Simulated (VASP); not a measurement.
# Hf (Im-3m) in VASP: single point with r2SCAN

Aim: the single point of Hf with r2SCAN.

Program: VASP 6.6.1. These are calculated values, not measurements. Logs are shortened: lines on timing, memory, paths and dates and some standing lists are left out, and cuts for length are marked.

**1. Starting point**

It takes space group Im-3m (No. 229, cubic). Conventional cell: a = 3.610 Å, b = 3.610 Å, c = 3.610 Å, α = 90.00°, β = 90.00°, γ = 90.00°. Around Hf (site symmetry m-3m) lie 8 Hf at 3.13 Å.

This isn't the form of Hf at room conditions, which is hcp.

**2. Single point, r2SCAN**

Contents of POSCAR:

```
Hf
1.0
   -1.8050000000      1.8050000000      1.8050000000
    1.8050000000     -1.8050000000      1.8050000000
    1.8050000000      1.8050000000     -1.8050000000
Hf
1
Direct
    0.0000000000      0.0000000000      0.0000000000
```

Contents of INCAR.step1:

```
SYSTEM = Hf
  PREC = Accurate
  ENCUT = 520
  ISMEAR = 0
  SIGMA = 0.1
  LREAL = .FALSE.
  LASPH = .TRUE.
  NELM = 100
  NBANDS = 11
  GGA = PE
  ALGO = Normal
  EDIFF = 1E-4
  LWAVE = .TRUE.
  LCHARG = .FALSE.
```

Contents of INCAR.step2:

```
SYSTEM = Hf
  PREC = Accurate
  ENCUT = 520
  EDIFF = 1E-6
  ISMEAR = 0
  SIGMA = 0.1
  LREAL = .FALSE.
  LASPH = .TRUE.
  NELM = 100
  ALGO = Normal
  ISIF = 2
  LWAVE = .FALSE.
  LCHARG = .TRUE.
  METAGGA = R2SCAN
  LMIXTAU = .TRUE.
  LELF = .TRUE.
  LVHAR = .TRUE.
  NBANDS = 11
  ISTART = 1
```

Contents of KPOINTS:

```
regular mesh
0
G
  8 8 8
  0 0 0
```

Potentials or basis: VASP PAW PBE potentials, release 64 (Hf_pv).

Command:

```sh
cat potpaw_PBE.64/Hf_pv/POTCAR > POTCAR
cp INCAR.step1 INCAR
mpirun -np 1 vasp_std > vasp.out
cp INCAR.step2 INCAR
mpirun -np 1 vasp_std > vasp.out
```

OUTCAR:

```text
SYSTEM = Hf
   PREC = Accurate
   ENCUT = 520
   EDIFF = 1E-6
   ISMEAR = 0
   LREAL = .FALSE.
   LASPH = .TRUE.
   NELM = 100
   ISIF = 2
   METAGGA = R2SCAN
   ISTART = 1

 ion  position               nearest neighbor table
   1  0.000  0.000  0.000-

  LATTYP: Found a body centered cubic cell.
 ALAT       =     3.6100000000

  Lattice vectors:

 A1 = (  -1.8050000000,   1.8050000000,   1.8050000000)
 A2 = (   1.8050000000,  -1.8050000000,   1.8050000000)
 A3 = (   1.8050000000,   1.8050000000,  -1.8050000000)

Analysis of symmetry for initial positions (statically):
=====================================================================
 Subroutine PRICEL returns:
 Original cell was already a primitive cell.

 Routine SETGRP: Setting up the symmetry group for a
 body centered cubic supercell.

 Subroutine GETGRP returns: Found 48 space group operations
 (whereof 48 operations were pure point group operations)
 out of a pool of 48 trial point group operations.

The static configuration has the point symmetry O_h .

Analysis of symmetry for dynamics (positions and initial velocities):
=====================================================================
 Subroutine PRICEL returns:
 Original cell was already a primitive cell.

 Routine SETGRP: Setting up the symmetry group for a
 body centered cubic supercell.

 Subroutine GETGRP returns: Found 48 space group operations
 (whereof 48 operations were pure point group operations)
 out of a pool of 48 trial point group operations.

The dynamic configuration has the point symmetry O_h .

 Subroutine INISYM returns: Found 48 space group operations
 (whereof 48 operations are pure point group operations),
 and found     1 'primitive' translations

----------------------------------------------------------------------------------------

                                     Primitive cell

  volume of cell :      23.5229

  direct lattice vectors                    reciprocal lattice vectors
    -1.805000000  1.805000000  1.805000000     0.000000000  0.277008310  0.277008310
     1.805000000 -1.805000000  1.805000000     0.277008310  0.000000000  0.277008310
     1.805000000  1.805000000 -1.805000000     0.277008310  0.277008310  0.000000000

  length of vectors
     3.126351708  3.126351708  3.126351708     0.391748909  0.391748909  0.391748909

  position of ions in fractional coordinates (direct lattice)
     0.000000000  0.000000000  0.000000000

  ion indices of the primitive-cell ions
   primitive index   ion index
                 1           1

----------------------------------------------------------------------------------------

 KPOINTS: regular mesh

Automatic generation of k-mesh.
 Grid dimensions read from file:
 generate k-points for:    8    8    8

 Generating k-lattice:

  Cartesian coordinates                     Fractional coordinates (reciprocal lattice)
     0.000000000  0.034626039  0.034626039     0.125000000  0.000000000  0.000000000
     0.034626039  0.000000000  0.034626039     0.000000000  0.125000000  0.000000000
     0.034626039  0.034626039  0.000000000     0.000000000  0.000000000  0.125000000

  Length of vectors
     0.048968614  0.048968614  0.048968614

  Shift w.r.t. Gamma in fractional coordinates (k-lattice)
     0.000000000  0.000000000  0.000000000

 Subroutine IBZKPT returns following result:
 ===========================================

 Found     29 irreducible k-points:

 Following reciprocal coordinates:
            Coordinates               Weight
  0.000000  0.000000  0.000000      1.000000
  0.125000  0.000000  0.000000     12.000000
  0.250000  0.000000  0.000000     12.000000
  0.375000  0.000000  0.000000     12.000000
  0.500000  0.000000  0.000000      6.000000
  0.125000  0.125000  0.000000     24.000000
[... 16 lines left out ...]
 -0.250000  0.250000  0.250000      6.000000
 -0.375000  0.375000  0.250000     24.000000
 [... further k-points ...]
   k-points           NKPTS =     29   k-points in BZ     NKDIM =     29   number of bands    NBANDS=     11
   number of dos      NEDOS =    301   number of ions     NIONS =      1
   total plane-waves  NPLWV =  13824
   dimension x,y,z NGX =    24 NGY =   24 NGZ =   24
   dimension x,y,z NGXF=    48 NGYF=   48 NGZF=   48
   ions per type =               1
   NGX,Y,Z   is equivalent  to a cutoff of  12.76, 12.76, 12.76 a.u.
   NGXF,Y,Z  is equivalent  to a cutoff of  25.52, 25.52, 25.52 a.u.
 SYSTEM =  Hf
   PREC   = accura    normal or accurate (medium, high low for compatibility)
   ISTART =      1    job   : 0-new  1-cont  2-samecut
   ICHARG =      0    charge: 1-file 2-atom 10-const
   ISPIN  =      1    spin polarized calculation?
   LNONCOLLINEAR =      F non collinear calculations
   LSORBIT =      F    spin-orbit coupling
   LASPH  =      T    aspherical Exc in radial PAW
   ENCUT  =  520.0 eV  38.22 Ry    6.18 a.u.   5.81  5.81  5.81*2*pi/ulx,y,z
   NELM   =    100;   NELMIN=  2; NELMDL=  0     # of ELM steps
   EDIFF  = 0.1E-05   stopping-criterion for ELM
   LREAL  =      F    real-space projection
   EDIFFG = 0.1E-04   stopping-criterion for IOM
   NSW    =      0    number of steps for IOM
   IBRION =     -1    ionic relax: 0-MD 1-quasi-New 2-CG
   NFREE  =      0    steps in history (QN), initial steepest desc. (CG)
   ISIF   =      2    stress and relaxation
   ISYM   =      2    0-nonsym 1-usesym 2-fastsym
   POTIM  = 0.5000    time-step for ionic-motion
   TEBEG  =    0.0;   TEEND  =   0.0 temperature during run
   PSTRESS=    0.0 pullay stress
   NELECT =      10.0000    total number of electrons
   NUPDOWN=      -1.0000    fix difference up-down
   EMIN   =  10.00;   EMAX   =-10.00  energy-range for DOS
   EFERMI =   0.00;   METHOD = LEGACY
   ISMEAR =     0;   SIGMA  =   0.10  broadening in eV -4-tet -1-fermi 0-gaus
   EFERMI_NEDOS =   21; number of points for ismear=-14 and -15
   IALGO  =     38    algorithm
   IMIX   =      4    mixing-type and parameters
     AMIX     =   0.40;   BMIX     =  1.00
     AMIX_MAG =   1.60;   BMIX_MAG =  1.00
  volume/ion in A,a.u.               =      23.52       158.74
  Fermi-wavevector in a.u.,A,eV,Ry     =   1.230961  2.326179 20.616432  1.515265
  Thomas-Fermi vector in A             =   2.365789
   LORBIT       =      0    0 simple, 1 ext, 2 COOP (PROOUT), +10 PAW based schemes
   METAGGA = R2SCAN    functional components
   LHFCALC =     F    Hartree Fock is set to
   AEXX    =    0.0000 exact exchange contribution
   IVDW    =     0    specifies the selected vdW correction
   LEPSILON=     F    determine dielectric tensor
   LRPA    =     F    only Hartree local field effects (RPA)
 non-spin polarized calculation
 Gauss-broadening in eV      SIGMA  =   0.10
  energy-cutoff  :      520.00
  volume of cell :       23.52
 maximum number of plane-waves:       682
   NGX = 11   NGY = 11   NGZ = 11

 number of electron      10.0000001 magnetization

 Free energy of the ion-electron system (eV)
  ---------------------------------------------------
  ext. energy  EPLUGINS =         0.00000000
  ---------------------------------------------------
  free energy    TOTEN  =       -44.91728334 eV

  energy without entropy =      -44.90427446  energy(sigma->0) =      -44.91077890

 E-fermi :   4.1408     XC(G=0): -11.9179

 val. band max:        4.1357364798   @ k =   0.1250   0.1250   0.1250
 cond. band min:       4.1581219152   @ k =   0.3750   0.1250   0.1250
 fundamental gap:      0.0223854353
 Fermi energy:         4.1408486263

 k-point     1 :       0.0000    0.0000    0.0000
  band No.  band energies     occupation
      1     -27.0551      2.00000
      2     -27.0551      2.00000
      3     -27.0551      2.00000
      4      -3.0963      2.00000
      5       5.8535      0.00000
      6       5.8535      0.00000
      7       5.8535      0.00000
      8       8.5290      0.00000
      9       8.5290      0.00000
     10      16.0662      0.00000
     11      17.8295      0.00000

 k-point     2 :       0.1250    0.0000    0.0000
  band No.  band energies     occupation
      1     -27.1647      2.00000
      2     -27.0893      2.00000
      3     -27.0556      2.00000
      4      -2.5430      2.00000
      5       5.4749      0.00000
      6       5.6274      0.00000
      7       6.3955      0.00000
      8       8.0665      0.00000
      9       8.5325      0.00000
     10      16.0661      0.00000
     11      18.2594      0.00000

 k-point     3 :       0.2500    0.0000    0.0000
  band No.  band energies     occupation
      1     -27.4204      2.00000
      2     -27.1708      2.00000
      3     -27.0567      2.00000
      4      -1.1094      2.00000
      5       4.7028      0.00000
      6       4.7621      0.00000
      7       7.9415      0.00000
      8       8.0436      0.00000
      9       8.6715      0.00000
     10      16.0657      0.00000
     11      17.7456      0.00000

 k-point     4 :       0.3750    0.0000    0.0000
  band No.  band energies     occupation
      1     -27.6651      2.00000
      2     -27.2510      2.00000
      3     -27.0578      2.00000
      4       0.3572      2.00000
      5       4.0640      1.72273
      6       4.3821      0.00064
      7       8.4040      0.00000
      8       9.0488      0.00000
      9      10.1541      0.00000
     10      15.5669      0.00000
     11      15.7692      0.00000
[... 239 lines left out ...]
 k-point    22 :       0.2500    0.2500    0.2500
  band No.  band energies     occupation
      1     -27.4076      2.00000
      2     -27.4076      2.00000
      3     -27.4076      2.00000
      4       3.4326      2.00000
      5       3.4326      2.00000
      6       3.4326      2.00000
      7       9.4686      0.00000
      8       9.4686      0.00000
      9       9.9897      0.00000
     10      15.3675      0.00000
     11      15.3675      0.00000

 k-point    23 :      -0.2500    0.2500    0.2500
  band No.  band energies     occupation
      1     -27.4336      2.00000
      2     -27.2961      2.00000
      3     -27.2961      2.00000
      4       0.5623      2.00000
      5       4.1677      0.70365
      6       6.0129      0.00000
      7       6.0129      0.00000
      8       7.9016      0.00000
      9       9.1869      0.00000
     10      16.0650      0.00000
     11      17.0020      0.00000

 k-point    24 :      -0.3750    0.3750    0.2500
  band No.  band energies     occupation
      1     -27.5822      2.00000
      2     -27.3829      2.00000
      3     -27.3169      2.00000
      4       1.7655      2.00000
      5       3.1180      2.00000
      6       6.0248      0.00000
      7       6.5073      0.00000
      8       9.2017      0.00000
      9       9.6675      0.00000
     10      16.0458      0.00000
     11      16.1294      0.00000

 [... further k-points ...]

------------------------ aborting loop because EDIFF is reached ----------------------------------------

  FORCE on cell =-STRESS in cart. coord.  units (eV):
  Direction    XX          YY          ZZ          XY          YZ          ZX
  --------------------------------------------------------------------------------------
  -------------------------------------------------------------------------------------
  Total       -0.9434545     -0.9434545     -0.9434545     -0.0000000      0.0000000     -0.0000000
  in kB      -64.2598804    -64.2598804    -64.2598804     -0.0000000      0.0000000     -0.0000000
  external PRESSURE =     -64.2598804 kB  Pullay stress =       0.0000000 kB

 VOLUME and BASIS-vectors are now :
 -----------------------------------------------------------------------------
  energy-cutoff  :      520.00
  volume of cell :       23.52
      direct lattice vectors                 reciprocal lattice vectors
    -1.805000000  1.805000000  1.805000000     0.000000000  0.277008310  0.277008310
     1.805000000 -1.805000000  1.805000000     0.277008310  0.000000000  0.277008310
     1.805000000  1.805000000 -1.805000000     0.277008310  0.277008310  0.000000000

 POSITION                                       TOTAL-FORCE (eV/Angst)
 -----------------------------------------------------------------------------------
      0.00000      0.00000      0.00000         0.000000     -0.000000      0.000000
 -----------------------------------------------------------------------------------
    total drift:                                0.000000      0.000000     -0.000000

  FREE ENERGIE OF THE ION-ELECTRON SYSTEM (eV)
  ---------------------------------------------------
  free  energy   TOTEN  =       -44.9172833386 eV

  energy  without entropy=      -44.9042744650  energy(sigma->0) =      -44.91077890
```

Wall time 12 s (1 thread of Intel Xeon 6975P-C (Granite Rapids), shared host); peak memory 0.14 GiB.

What came out:

| Quantity | Value |
| --- | --- |
| Free energy | -44.9173 eV |
| Pressure | -6.4 GPa |
| Band gap on the k mesh | none (metal or under the smearing width) |

Caveat: the PAW data sets were made with another functional, which shifts forces and pressure a little.
